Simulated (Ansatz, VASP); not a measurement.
## One calculation of PbS, two programs

File POSCAR:

```
PbS
1.0
    4.9970307003      0.0000000000      0.0000000000
   -2.4985153501      4.3275555300      0.0000000000
    0.0000000000      0.0000000000      5.9976965852
Pb S
2 2
Direct
    0.3333333333      0.6666666667     -0.0640827495
    0.6666666667      0.3333333333      0.4359172505
    0.3333333333      0.6666666667      0.4390827495
    0.6666666667      0.3333333333      0.9390827495
```

The input INCAR.step1:

```
PREC = Accurate
ENCUT = 520
ISMEAR = 0
SIGMA = 0.01
LREAL = False
LASPH = True
NELM = 60
NBANDS = 28
GGA = PE
ALGO = Normal
EDIFF = 1E-4
LWAVE = True
LCHARG = False
```

File INCAR.step2:

```
PREC = Accurate
ENCUT = 520
EDIFF = 1E-6
ISMEAR = 0
SIGMA = 0.01
LREAL = False
LASPH = True
NELM = 60
ALGO = Normal
ISIF = 2
LWAVE = False
LCHARG = False
METAGGA = R2SCAN
LMIXTAU = True
NBANDS = 28
ISTART = 1
```

The input KPOINTS:

```
regular mesh
0
Gamma
  6 6 4
```

Input for Ansatz:

```yaml
crystal:
  lattice:
    - [4.9970307003, 0.0, 0.0]
    - [-2.4985153501, 4.32755553, 0.0]
    - [0.0, 0.0, 5.9976965852]
  atoms:
    - { symbol: Pb, position: [0.3333333333, 0.6666666667, -0.0640827495] }
    - { symbol: Pb, position: [0.6666666667, 0.3333333333, 0.4359172505] }
    - { symbol: S, position: [0.3333333333, 0.6666666667, 0.4390827495] }
    - { symbol: S, position: [0.6666666667, 0.3333333333, 0.9390827495] }
kpoints:
  mp_grid: { grid: [6, 6, 4] }
  band_path:
    path:
      - [0.0, 0.0, 0.0]
      - [0.5, 0.0, 0.0]
      - [0.3333333333, 0.3333333333, 0.0]
      - [0.0, 0.0, 0.5]
      - [0.5, 0.0, 0.5]
      - [0.3333333333, 0.3333333333, 0.5]
    npoints: 1
hamiltonian:
  xc: r2scan
scf:
  occupations: { method: fixed }
  n_extra_bands: 5
output:
  forces: true
  stress: true
  eigenvalues: true
```

Alike in both runs: task single point; functional r2SCAN; k mesh 6 × 6 × 4; no spin polarisation.

```csv
,VASP,Ansatz
version,VASP 6.6.1,Ansatz 0.2.0
potentials or method,"VASP PAW PBE potentials, release 64 (Pb_d, S)","plane waves, PAW"
plane-wave cutoff (eV),520,500
occupations,"gaussian, width 0.01 eV",fixed
valence electrons in the cell,40,40
```

Ansatz gave:

| Item | Value |
| --- | --- |
| gap on the k mesh at the Fermi level (eV) | 1.72 |
| pressure (GPa) | 0.0 |

Question: Which values does VASP return?

Answer: gap on the k mesh at the Fermi level (eV): 1.73; pressure (GPa): 0.0.

Caveats: the PAW data sets were made with another functional, which shifts forces and pressure a little (VASP); spin-orbit coupling is left out, which as a rule narrows the gap of such compounds by several tenths of an eV. A k mesh can miss the band edges.
